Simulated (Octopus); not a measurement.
**MgS (Niningerite) under changes of volume**

One of the cells (17.609 Å³/atom); the others are scaled copies at fixed shape and fractional positions:

```
CELL_PARAMETERS angstrom
0.00000 2.60165 2.60165
2.60165 0.00000 2.60165
2.60165 2.60165 0.00000
ATOMIC_POSITIONS crystal
S 0.50000 0.50000 0.50000
Mg 0.00000 0.00000 0.00000
```

| Property | Result |
| --- | --- |
| Program | Octopus 16.4 |
| Functional | PBEsol |
| Potentials or basis | pseudodojo_pbesol (PseudoDojo 0.4, PBEsol) |
| Grid spacing | 0.131 Å |
| k mesh | 9 × 9 × 9 |
| Occupations | fermi-dirac, width 0.05 eV |
| Spin | no spin polarisation |

```tsv
volume (Å³/atom)	energy over the lowest point (meV/atom)	gap on the mesh (eV)
16.553	15.23	2.96
16.905	5.27	2.92
17.257	?	?
17.609	0.00	2.83
17.962	3.13	2.79
18.314	10.84	2.75
18.666	21.63	2.71
```

Q: What does the run at 17.257 Å³/atom give?

A: Energy over the lowest point 0.54 meV/atom; gap on the mesh 2.87 eV.

Worked out: A Birch-Murnaghan fit of order 3 (a polynomial in V^(-2/3)) to the other rows has its minimum at 17.48 Å³/atom with B0 = V·E''(V) = 96 GPa and B' = 2.9. It gives 0.35 meV/atom at 17.257 Å³/atom, against the run's 0.54. A straight line through the other rows of the gap, of slope -2.09 eV per unit of ln V, gives 2.87 eV, against the run's 2.87.

Energies are extrapolated to zero smearing.

Caveats: an odd mesh through Γ misses points on the zone boundary, where band edges often lie.
